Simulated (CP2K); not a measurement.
Os:

```
Os
1.0
     2.73410    0.00000    0.00000
    -1.36705    2.36780    0.00000
     0.00000    0.00000    4.31970
Os
2
Direct
  0.66667 0.33333 0.75000
  0.33333 0.66667 0.25000
```

Program: CP2K 2026.2. Alike in all runs: no spin polarisation; cell as given; k mesh 11 × 11 × 6; smearing fermi-dirac 0.05 eV.

Q: Order these runs on this cell by their pressure, lowest first.
A. level PBE; potentials or basis POTENTIAL_UZH Os GTH-PBE-q16; TZVP-MOLOPT-PBE-GTH basis; EPS_DEFAULT 1.0E-10; NGRIDS 5; potentials Os GTH-PBE-q16 of POTENTIAL_UZH; points a segment of the path (NPOINTS) 8; bands added on the path 6
B. level PBEsol; potentials or basis POTENTIAL_UZH Os GTH-PBE-q16; TZVP-MOLOPT-PBE-GTH basis; EPS_DEFAULT 1.0E-10; NGRIDS 5; potentials Os GTH-PBE-q16 of POTENTIAL_UZH
C. level revPBE; potentials or basis POTENTIAL_UZH Os GTH-PBE-q16; TZVP-MOLOPT-PBE-GTH basis; EPS_DEFAULT 1.0E-10; NGRIDS 5; potentials Os GTH-PBE-q16 of POTENTIAL_UZH; points a segment of the path (NPOINTS) 8; bands added on the path 4
D. level LDA; potentials or basis GTH_POTENTIALS Os GTH-PADE-q16; TZVP-MOLOPT-PBE-GTH basis; EPS_DEFAULT 1.0E-9; NGRIDS 4; potentials Os GTH-PADE-q16 of GTH_POTENTIALS; points a segment of the path (NPOINTS) 6; bands added on the path 2
E. level BLYP; potentials or basis GTH_POTENTIALS Os GTH-PBE-q16; TZVP-MOLOPT-PBE-GTH basis; EPS_DEFAULT 1.0E-10; NGRIDS 4; potentials Os GTH-PBE-q16 of GTH_POTENTIALS; points a segment of the path (NPOINTS) 8; bands added on the path 6

A: D (-29.8 GPa), B (-3.1 GPa), A (6.9 GPa), C (9.3 GPa), E (22.7 GPa).

Caveats: the basis of atomic orbitals isn't converged, which shifts pressures, moduli and gaps; the potentials were made for another functional, which shifts forces and pressure (some runs); so large a pressure means that the cell lies far from this level's equilibrium, or that cutoff or potentials fall short (some runs); a pressure of tens of GPa on the cell as given is suspect, and the run, the potentials or the cell itself is likely at fault (some runs).

Not every run made on this cell is shown here.
